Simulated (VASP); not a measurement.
## A VASP 6.6.1 single-point calculation on GaN

INCAR

```
PREC = Low
NBANDS = 16
EDIFF = 1E-7
SIGMA = 0.02
NSW = 0
ISIF = 2
LWAVE = .FALSE.
IBRION = -1
LREAL = .FALSE.
ENCUT = 520
ISMEAR = -1
LCHARG = .FALSE.
GGA = PE
NELM = 120
LASPH = .TRUE.
```

KPOINTS

```
KPOINTS created by Atomic Simulation Environment
0
Gamma
10 10 10
0 0 0
```

POSCAR

```
Ga N
 1.0000000000000000
     0.0000000000000000    2.2489525411000000    2.2264630156999998
     2.2489525411000000    0.0000000000000000    2.2264630156999998
     2.2489525411000000    2.2489525411000000    0.0000000000000000
 Ga  N
   1   1
Cartesian
  0.0000000000000000  0.0000000000000000  0.0000000000000000
  1.1244762705500000  1.1244762705500000  1.1132315078499999
```

The recommended PBE PAW datasets give the neutral cell 18 valence electrons.

Command

```
mpirun -np 1 vasp_std
```

Task: Predict the outcome of this run.

Result: It converged. Results: gap between bands v and c on the k mesh 1.80 eV; least direct gap on the k mesh 1.80 eV; pressure 8.2 GPa. Band v is the last that the valence electrons fill when counted band by band, and c is the next.

OSZICAR

```
N       E                     dE             d eps       ncg     rms          rms(c)
DAV:   1     0.796405893943E+02    0.79641E+02   -0.95010E+03  3696   0.203E+03
DAV:   2    -0.859392288942E+01   -0.88235E+02   -0.82479E+02  3704   0.325E+02
DAV:   3    -0.140929882263E+02   -0.54991E+01   -0.54772E+01  3840   0.689E+01
DAV:   4    -0.141552817250E+02   -0.62293E-01   -0.62285E-01  4144   0.776E+00
DAV:   5    -0.141560538396E+02   -0.77211E-03   -0.77211E-03  3904   0.774E-01    0.778E+00
DAV:   6    -0.121277783091E+02    0.20283E+01   -0.48878E+00  4928   0.402E+01    0.268E+00
DAV:   7    -0.121378199725E+02   -0.10042E-01   -0.32944E-01  3608   0.654E+00    0.178E+00
DAV:   8    -0.121339773480E+02    0.38426E-02   -0.55078E-02  3784   0.329E+00    0.769E-01
DAV:   9    -0.121299002082E+02    0.40771E-02   -0.14502E-02  5000   0.280E+00    0.192E-01
DAV:  10    -0.121302328237E+02   -0.33262E-03   -0.15547E-03  3880   0.558E-01    0.904E-02
DAV:  11    -0.121301340945E+02    0.98729E-04   -0.28976E-04  4848   0.255E-01    0.965E-03
DAV:  12    -0.121301394139E+02   -0.53194E-05   -0.29923E-05  3824   0.531E-02    0.113E-02
DAV:  13    -0.121301391580E+02    0.25593E-06   -0.78703E-07  4064   0.151E-02    0.338E-03
DAV:  14    -0.121301390787E+02    0.79224E-07   -0.52804E-08  3016   0.295E-03
   1 F= -.12130139E+02 E0= -.12130139E+02  d E =-.164248E-12
```

For comparison, a separate PBE run of the intended cell, on usual settings and not on those above, gives a gap of 1.80 eV on its mesh and a pressure of 8.3 GPa.
